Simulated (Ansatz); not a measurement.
**BaTiO$_{3}$ (Pm-3m), an elastic constant from a strain scan**

Theory: DFT PBE, scalar-relativistic, plane waves, PAW in Ansatz. Cutoff 420 eV, Γ-centred 8×8×8 k-points, Gaussian smearing of 0.05 eV. No spin polarisation. Energies are free energies at this smearing, counted from the undisturbed cell; pressure is positive in compression.

The starting cell (relaxed at this level; it needn't be the usual structure):

```
Ba Ti O
1.0
     4.01925    0.00000    0.00000
     0.00000    4.01925    0.00000
     0.00000    0.00000    4.01925
Ba Ti O
1 1 3
Direct
  0.50000 0.50000 0.50000
  0.00000 0.00000 0.00000
  0.50000 0.00000 0.00000
  0.00000 0.50000 0.00000
  0.00000 0.00000 0.50000
```

The cell is strained by ε times the Voigt pattern (0, 0, 1, 0, 0, 0) (xx, yy, zz, yz, xz, xy; engineering shear) with fractional coordinates fixed. The cell holds 5 atoms in V0 = 64.93 Å³. The stress column is τ = (1/V0) dE/dε, got from the stress tensor σ (compression positive) at each point as −det(1 + εP) σ : P(1 + εP)⁻¹, with P the pattern as a tensor.

| ε | ΔE (meV/atom) | τ (GPa) |
| --- | --- | --- |
| -0.0600 | 51.132 | -23.373 |
| -0.0450 | 27.207 | -16.157 |
| -0.0300 | 11.459 | -9.934 |
| -0.0150 | 2.708 | -4.585 |
| 0.0000 | 0.000 | -0.002 |
| 0.0150 | 2.415 | 3.914 |
| 0.0300 | 9.252 | 7.240 |
| 0.0450 | 19.800 | 10.049 |
| 0.0525 | 26.304 | 11.282 |
| 0.0600 | ? | ? |

Which combination of elastic constants does this scan measure, and how large is it?

For small ε, τ = τ0 + Kε with K = pᵀCp, which for this pattern is C11 in the cubic axes. The parabola through τ at ε = -0.0150, 0 and 0.0150 has slope K = 283 GPa at zero. The energies per cell, E = NΔE, of the same two points give K = 2[E(ε₊)/ε₊ − E(ε₋)/ε₋]/[(ε₊ − ε₋)V0] = 281 GPa, in agreement.

Predict the withheld row at ε = 0.0600 from the harmonic law, and compare.

ΔE = V0(τ0 ε + Kε²/2)/N = 41.319 meV/atom and τ = 17.00 GPa. The calculation gives 33.520 meV/atom and 12.41 GPa: the energy lies 19 % below the harmonic value, as bonds soften when stretched.

Symmetry holds off the tilts and polar distortions that many cubic perovskites undergo.

Cost: 10 runs of about 1.2 core-minutes in all, on Arm Neoverse V2 (shared hosts).